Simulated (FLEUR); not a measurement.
# CaF2 (Fluorite) (Fm-3m) in FLEUR: convergence with Gmax

Aim: find how far Gmax must go before the results for CaF2 (Fluorite) settle, at PBE. This setting moves, with any that are tied to it; all else stays.

All numbers are computed with FLEUR MaX-R8.1 (later development tree); they aren't measurements. Logs are shortened: lines on timing, memory, paths and dates and some standing lists are left out, and cuts for length are marked.

**1. Starting point**

Symmetry: Fm-3m, No. 225, cubic system. Conventional cell: a = 5.462 Å, b = 5.462 Å, c = 5.462 Å, α = 90.00°, β = 90.00°, γ = 90.00°. Ca (site symmetry m-3m) is surrounded by 8 F at 2.37 Å. F (site symmetry -43m) is surrounded by 4 Ca at 2.37 Å.

**2. With Gmax 9**

The input, inp.xml:

```xml
<?xml version="1.0" encoding="UTF-8" standalone="no"?>
<fleurInput fleurInputVersion="0.39">
   <comment>
      CaF2                                                                                                
   </comment>
   <calculationSetup>
      <cutoffs Kmax="4.22" Gmax="9.0" GmaxXC="9.0" numbands="0"/>
      <scfLoop itmax="60" minDistance="0.00001" maxIterBroyd="15" imix="Anderson" alpha="0.05" precondParam="0.0" spinf="2.0" sdNocoIR="T"/>
      <coreElectrons ctail="T" frcor="F" kcrel="0" coretail_lmax="0"/>
      <xcFunctional name="pbe" relativisticCorrections="F"/>
      <magnetism jspins="1"/>
      <soc l_soc="F" theta="0.0" phi="0.0" spav="F"/>
      <expertModes spex="0" secvar="F"/>
      <geometryOptimization l_f="T" forcealpha="1.0" forcemix="BFGS" epsdisp="0.0005" epsforce="0.0002"/>
      <ldaU l_linMix="F" mixParam="0.05" spinf="1.0"/>
   </calculationSetup>
   <cell>
      <bzIntegration valenceElectrons="24.0" mode="hist" fermiSmearingEnergy="0.00183747">
         <kPointListSelection listName="default-1"/>
         <!-- k-points included here -->
         <xi:include xmlns:xi="http://www.w3.org/2001/XInclude" href="kpts.xml"> </xi:include>
      </bzIntegration>
      <!-- symmetry operations included here -->
      <xi:include xmlns:xi="http://www.w3.org/2001/XInclude" href="sym.xml"> </xi:include>
      <bulkLattice scale="1.0">
         <bravaisMatrix>
            <row-1>    0.0000000000000000     5.1608420462825997     5.1608420462825997</row-1>
            <row-2>    5.1608420462825997     0.0000000000000000     5.1608420462825997</row-2>
            <row-3>    5.1608420462825997     5.1608420462825997     0.0000000000000000</row-3>
         </bravaisMatrix>
      </bulkLattice>
   </cell>
   <atomSpecies>
      <species name="Calcium (Ca)" element="Ca" atomicNumber="20">
         <mtSphere radius="2.32" gridPoints="777" logIncrement="0.015"/>
         <atomicCutoffs lmax="9" lnonsphr="9"/>
         <electronConfig flipSpins="F">
            <coreConfig>(1s1/2) (2s1/2) (2p1/2) (2p3/2)</coreConfig>
            <valenceConfig>(3s1/2) (3p1/2) (3p3/2) (4s1/2)</valenceConfig>
         </electronConfig>
         <energyParameters s="4" p="3" d="3" f="4"/>
         <lo type="SCLO" l="0" n="3" eDeriv="0"/>
         <lo type="HELO" l="1" n="4" eDeriv="0"/>
         <lo type="HELO" l="1" n="4" eDeriv="1"/>
         <lo type="SCLO" l="2" n="3" eDeriv="2"/>
         <lo type="SCLO" l="3" n="4" eDeriv="2"/>
      </species>
      <species name="Fluorine (F)" element="F" atomicNumber="9">
         <mtSphere radius="1.78" gridPoints="593" logIncrement="0.018"/>
         <atomicCutoffs lmax="8" lnonsphr="8"/>
         <electronConfig flipSpins="F">
            <coreConfig>(1s1/2)</coreConfig>
            <valenceConfig>(2s1/2) (2p1/2) (2p3/2)</valenceConfig>
            <stateOccupation state="(2p1/2)" spinUp="0.833333" spinDown="0.833333"/>
            <stateOccupation state="(2p3/2)" spinUp="1.666667" spinDown="1.666667"/>
         </electronConfig>
         <energyParameters s="2" p="2" d="3" f="4"/>
         <lo type="SCLO" l="0" n="2" eDeriv="2"/>
         <lo type="SCLO" l="1" n="2" eDeriv="2"/>
         <lo type="SCLO" l="2" n="3" eDeriv="2"/>
      </species>
   </atomSpecies>
   <atomGroups>
      <atomGroup species="Calcium (Ca)">
         <relPos label="                   1">.0000000000 .0000000000 .0000000000</relPos>
         <force calculate="T" relaxXYZ="TTT"/>
      </atomGroup>
      <atomGroup species="Fluorine (F)">
         <relPos label="                   2">-1.000/4.000 -1.000/4.000 -1.000/4.000</relPos>
         <relPos label="                   3">1.000/4.000 1.000/4.000 1.000/4.000</relPos>
         <force calculate="T" relaxXYZ="TTT"/>
      </atomGroup>
   </atomGroups>
   <output dos="F" band="F" slice="F">
      <checks vchk="F" cdinf="F"/>
      <bandDOS minEnergy="-.5*Htr" maxEnergy="0.5*Htr" sigma="0.015" storeEVData="T"/>
      <vacuumDOS vacdos="F" integ="F" star="F" nstars="0" locx1="0.0" locy1="0.0" locx2="0.0" locy2="0.0" nstm="0" tworkf="0.0"/>
      <unfoldingBand unfoldBand="F" supercellX="1" supercellY="1" supercellZ="1"/>
      <plotting iplot="0" polar="F">
         <plot TwoD="T" vec1="  1.0  0.0  0.0" vec2="  0.0  1.0  0.0" vec3="  0.0  0.0  1.0" zero="  0.0  0.0  0.0" file="plot"/>
      </plotting>
      <chargeDensitySlicing numkpt="0" minEigenval="0.0" maxEigenval="0.0" nnne="0" pallst="F"/>
      <specialOutput eonly="F"/>
      <moessbauerParams electricFieldGradient="T" isomerShift="T" coreHyperfine="T" valenceHyperfine="T"/>
      <magneticCircularDichroism mcd="F" energyLo="-10.0" energyUp="0.0"/>
   </output>
  <!-- We include the file relax.xml here to enable relaxations (see documentation) -->
  <xi:include xmlns:xi="http://www.w3.org/2001/XInclude" href="relax.xml"> <xi:fallback/> </xi:include>
</fleurInput>
```

The input, crystal.txt:

```
CaF2
&input cartesian=F /
0.0000000000  2.7310000000  2.7310000000
2.7310000000  0.0000000000  2.7310000000
2.7310000000  2.7310000000  0.0000000000
1.8897261246
1.0 1.0 1.0

3
20 0.0000000000  0.0000000000  0.0000000000
9 0.7500000000  0.7500000000  0.7500000000
9 0.2500000000  0.2500000000  0.2500000000

&kpt div1=6 div2=6 div3=6 gamma=T /
```

Potentials or basis: all-electron, FLAPW.

The run is started by

```bash
inpgen -f crystal.txt -profile fastHighL
# inp.xml edited to the form shown
fleur_MPI
```

Standard output:

```text
Welcome to FLEUR        (www.flapw.de)
      MaX-Release 8.1          (www.max-centre.eu)

 ========== k-point set info ==========
 Selected k-point list: default-1
 k-point list type: mesh
 6 x 6 x 6
 Number of k points: 16

 ------------Calculation Setup---------------------------
 Number of MPI-tasks      :            1
 Number of PE/node        :            1
 Number of OMP-threads    :            1
 Most efficient MPI parallelization for:
           1           2           4           8          16
 Additional eigenvalue parallelization possible
 Number of basis functions:          460
 Approximate size of matrices (H+S) per k-point:         0.003 GB
 --------------------------------------------------------
 Iteration:     1   Distance:      16.78028450 me/bohr^3
 Iteration:     2   Distance:      14.33032844 me/bohr^3
 Iteration:     3   Distance:       4.60648353 me/bohr^3
 Iteration:     4   Distance:       5.09694653 me/bohr^3
 Iteration:     5   Distance:       0.64566608 me/bohr^3
 Iteration:     6   Distance:       1.16444224 me/bohr^3
 Iteration:     7   Distance:       0.17170695 me/bohr^3
 Iteration:     8   Distance:       0.15288537 me/bohr^3
 Iteration:     9   Distance:       0.03626860 me/bohr^3
 Iteration:    10   Distance:       0.00236812 me/bohr^3
 Iteration:    11   Distance:       0.00164487 me/bohr^3
 Iteration:    12   Distance:       0.00039068 me/bohr^3
 Iteration:    13   Distance:       0.00029327 me/bohr^3
 Iteration:    14   Distance:       0.00000500 me/bohr^3

 ********************************************************************
 Run finished successfully
 Stop message:
   Structural relaxation: Done
 ********************************************************************
```

out.xml (last iteration):

```text
<iteration numberForCurrentRun="   15" overallNumber="   15">
         <energyParameters units="Htr">
            <atomicEP atomType="1" spin="1" branch="4s" branchLowest="-1.22" branchHighest="2.84" value="0.1411491660"/>
            <atomicEP atomType="1" spin="1" branch="3p" branchLowest="-11.87" branchHighest="-0.46" value="-0.6080842193"/>
            <atomicEP atomType="1" spin="1" branch="3d" branchLowest="-9.99" branchHighest="0.71" value="0.2716092037"/>
            <atomicEP atomType="1" spin="1" branch="4f" branchLowest="-9.99" branchHighest="3.11" value="0.5028940636"/>
            <loAtomicEP atomType="1" spin="1" branch="3s" branchLowest="-14.79" branchHighest="-1.22" value="-1.3084119761"/>
            <heloAtomicEP atomType="1" spin="1" branch="4p" branchLowest="2.05" branchHighest="2.05" value="2.0531040473"/>
            <heloAtomicEP atomType="1" spin="1" branch="4p" branchLowest="2.05" branchHighest="2.05" value="2.0531040473"/>
            <loAtomicEP atomType="1" spin="1" branch="3d" branchLowest="-9.99" branchHighest="0.71" value="0.2714991501"/>
            <loAtomicEP atomType="1" spin="1" branch="4f" branchLowest="-9.99" branchHighest="3.11" value="0.5028962758"/>
            <atomicEP atomType="2" spin="1" branch="2s" branchLowest="-23.91" branchHighest="-0.39" value="-0.7087250265"/>
            <atomicEP atomType="2" spin="1" branch="2p" branchLowest="-9.99" branchHighest="0.35" value="-0.0446056306"/>
            <atomicEP atomType="2" spin="1" branch="3d" branchLowest="-9.99" branchHighest="3.85" value="0.4358050643"/>
[... 73 lines left out ...]
               <coreElectrons value="-485.8190479176"/>
               <valenceElectrons value="-9.4334703178"/>
            </sumOfEigenvalues>
            <densityCoulombPotentialIntegral value="-1307.1200823923"/>
            <densityEffectivePotentialIntegral value="-1380.8928177576"/>
            <chargeDenXCDenIntegral value="-57.1068058135"/>
            <FockExchangeEnergyValence value="0.0000000000"/>
            <FockExchangeEnergyCore value="0.0000000000"/>
            <atomTypeDependentContributions atomType="1">
               <electronNucleiInteractionDifferentMTs value="803.4720122073"/>
               <MadelungTerm value="-8.9778017401"/>
            </atomTypeDependentContributions>
            <atomTypeDependentContributions atomType="2">
               <electronNucleiInteractionDifferentMTs value="239.3572745907"/>
               <MadelungTerm value="-3.6195328668"/>
            </atomTypeDependentContributions>
            <tkbTimesEntropy value="0.0000000000"/>
            <freeEnergy value="-880.4531688925"/>
            <extrapolationTo0K value="-880.4531688925"/>
         </totalEnergy>
         <totalForcesOnRepresentativeAtoms units="Htr/bohr">
            <forceTotal atomType="1" x="0.000000" y="0.000000" z="0.000000" F_x="0.00000000" F_y="0.00000000" F_z="0.00000000"/>
            <forceTotal atomType="2" x="-2.580421" y="-2.580421" z="-2.580421" F_x="0.00000000" F_y="0.00000000" F_z="0.00000000"/>
         </totalForcesOnRepresentativeAtoms>
      </iteration>
```

It took 40 s on 1 thread of Arm Neoverse N1, shared host; peak memory 0.06 GiB.

What came out:

```
Free energy                                           : -23958.3513 eV
Band gap on the k mesh                                : 7.29 eV, indirect (least direct gap 7.54 eV)
Valence electrons inside the program's atomic spheres : Ca 8.07; F 6.68 (radii Ca 2.32, F 1.78 bohr)
```

**3. With Gmax 10.3**

Edit inp.xml of step 2 so:

```diff
@@ -6,3 +6,3 @@
    <calculationSetup>
-      <cutoffs Kmax="4.22" Gmax="9.0" GmaxXC="9.0" numbands="0"/>
+      <cutoffs Kmax="4.22" Gmax="10.3" GmaxXC="10.3" numbands="0"/>
       <scfLoop itmax="60" minDistance="0.00001" maxIterBroyd="15" imix="Anderson" alpha="0.05" precondParam="0.0" spinf="2.0" sdNocoIR="T"/>
```

crystal.txt is that of step 2.

Potentials or basis: all-electron, FLAPW.

The run is started by

```bash
inpgen -f crystal.txt -profile fastHighL
# inp.xml edited to the form shown
fleur_MPI
```

Run time: 41 s. Hardware: 1 thread of Arm Neoverse N1, shared host; peak memory 0.06 GiB.

What came out:

* Free energy: -23958.3493 eV
* Band gap on the k mesh: 7.28 eV, indirect (least direct gap 7.54 eV)
* Valence electrons inside the program's atomic spheres: Ca 8.07; F 6.68 (radii Ca 2.32, F 1.78 bohr)

**4. With Gmax 11.7**

Edit inp.xml of step 3 so:

```diff
@@ -6,3 +6,3 @@
    <calculationSetup>
-      <cutoffs Kmax="4.22" Gmax="10.3" GmaxXC="10.3" numbands="0"/>
+      <cutoffs Kmax="4.22" Gmax="11.7" GmaxXC="11.7" numbands="0"/>
       <scfLoop itmax="60" minDistance="0.00001" maxIterBroyd="15" imix="Anderson" alpha="0.05" precondParam="0.0" spinf="2.0" sdNocoIR="T"/>
```

crystal.txt is that of step 3.

The run is started by

```bash
inpgen -f crystal.txt -profile fastHighL
# inp.xml edited to the form shown
fleur_MPI
```

Run time: 41 s. Hardware: 1 thread of Arm Neoverse N1, shared host; peak memory 0.06 GiB.

What came out:

```
Free energy                                           : -23958.3484 eV
Band gap on the k mesh                                : 7.29 eV, indirect (least direct gap 7.54 eV)
Valence electrons inside the program's atomic spheres : Ca 8.07; F 6.68 (radii Ca 2.32, F 1.78 bohr)
```

**5. With Gmax 13.5**

Edit inp.xml of step 4 so:

```diff
@@ -6,3 +6,3 @@
    <calculationSetup>
-      <cutoffs Kmax="4.22" Gmax="11.7" GmaxXC="11.7" numbands="0"/>
+      <cutoffs Kmax="4.22" Gmax="13.5" GmaxXC="13.5" numbands="0"/>
       <scfLoop itmax="60" minDistance="0.00001" maxIterBroyd="15" imix="Anderson" alpha="0.05" precondParam="0.0" spinf="2.0" sdNocoIR="T"/>
```

crystal.txt is that of step 4.

The run is started by

```bash
inpgen -f crystal.txt -profile fastHighL
# inp.xml edited to the form shown
fleur_MPI
```

Run time: 41 s. Hardware: 1 thread of Arm Neoverse N1, shared host; peak memory 0.06 GiB.

Results:

```yaml
Free_energy: -23958.3484 eV
Band_gap_on_the_k_mesh: 7.29 eV, indirect (least direct gap 7.54 eV)
Valence_electrons_inside_the_program's_atomic_spheres: Ca 8.07; F 6.68 (radii Ca 2.32, F 1.78 bohr)
```

**6. With Gmax 15.8**

Edit inp.xml of step 5 so:

```diff
@@ -6,3 +6,3 @@
    <calculationSetup>
-      <cutoffs Kmax="4.22" Gmax="13.5" GmaxXC="13.5" numbands="0"/>
+      <cutoffs Kmax="4.22" Gmax="15.8" GmaxXC="15.8" numbands="0"/>
       <scfLoop itmax="60" minDistance="0.00001" maxIterBroyd="15" imix="Anderson" alpha="0.05" precondParam="0.0" spinf="2.0" sdNocoIR="T"/>
```

crystal.txt is that of step 5.

Potentials or basis: all-electron, FLAPW.

The run is started by

```bash
inpgen -f crystal.txt -profile fastHighL
# inp.xml edited to the form shown
fleur_MPI
```

Wall time 48 s (1 thread of Arm Neoverse N1, shared host); peak memory 0.06 GiB.

Results:

| Property | Result |
| --- | --- |
| Free energy | -23958.3486 eV |
| Band gap on the k mesh | 7.29 eV, indirect (least direct gap 7.54 eV) |
| Valence electrons inside the program's atomic spheres | Ca 8.07; F 6.68 (radii Ca 2.32, F 1.78 bohr) |

**7. With Gmax 18**

Edit inp.xml of step 6 so:

```diff
@@ -6,3 +6,3 @@
    <calculationSetup>
-      <cutoffs Kmax="4.22" Gmax="15.8" GmaxXC="15.8" numbands="0"/>
+      <cutoffs Kmax="4.22" Gmax="18.0" GmaxXC="18.0" numbands="0"/>
       <scfLoop itmax="60" minDistance="0.00001" maxIterBroyd="15" imix="Anderson" alpha="0.05" precondParam="0.0" spinf="2.0" sdNocoIR="T"/>
```

crystal.txt is that of step 6.

The run is started by

```bash
inpgen -f crystal.txt -profile fastHighL
# inp.xml edited to the form shown
fleur_MPI
```

Wall time 52 s (1 thread of Arm Neoverse N1, shared host); peak memory 0.07 GiB.

Results:

| Item | Value |
| --- | --- |
| Free energy | -23958.3488 eV |
| Band gap on the k mesh | 7.29 eV, indirect (least direct gap 7.54 eV) |
| Valence electrons inside the program's atomic spheres | Ca 8.07; F 6.68 (radii Ca 2.32, F 1.78 bohr) |

**8. With Gmax 22.5**

Edit inp.xml of step 7 so:

```diff
@@ -6,3 +6,3 @@
    <calculationSetup>
-      <cutoffs Kmax="4.22" Gmax="18.0" GmaxXC="18.0" numbands="0"/>
+      <cutoffs Kmax="4.22" Gmax="22.5" GmaxXC="22.5" numbands="0"/>
       <scfLoop itmax="60" minDistance="0.00001" maxIterBroyd="15" imix="Anderson" alpha="0.05" precondParam="0.0" spinf="2.0" sdNocoIR="T"/>
```

crystal.txt is that of step 7.

The run is started by

```bash
inpgen -f crystal.txt -profile fastHighL
# inp.xml edited to the form shown
fleur_MPI
```

Run time: 65 s. Hardware: 1 thread of Arm Neoverse N1, shared host; peak memory 0.1 GiB.

Results:

- Free energy: -23958.3487 eV
- Band gap on the k mesh: 7.29 eV, indirect (least direct gap 7.54 eV)
- Valence electrons inside the program's atomic spheres: Ca 8.07; F 6.68 (radii Ca 2.32, F 1.78 bohr)

**9. Result**

| Gmax | energy less the tightest run, at zero smearing (meV/atom) | SCF cycles | CPU time (s) | peak memory (GiB) |
| --- | --- | --- | --- | --- |
| 9 | -0.86 | 15 | 40 | 0.06 |
| 10.3 | -0.19 | 15 | 41 | 0.06 |
| 11.7 | 0.08 | 15 | 41 | 0.06 |
| 13.5 | 0.08 | 15 | 41 | 0.06 |
| 15.8 | 0.04 | 15 | 48 | 0.06 |
| 18 | -0.03 | 15 | 52 | 0.07 |
| 22.5 | 0.00 | 15 | 65 | 0.1 |

Against the tightest run, the energy stays within 1 meV/atom from 9 on. The tightest run that finished is the yardstick and may itself not be fully converged.
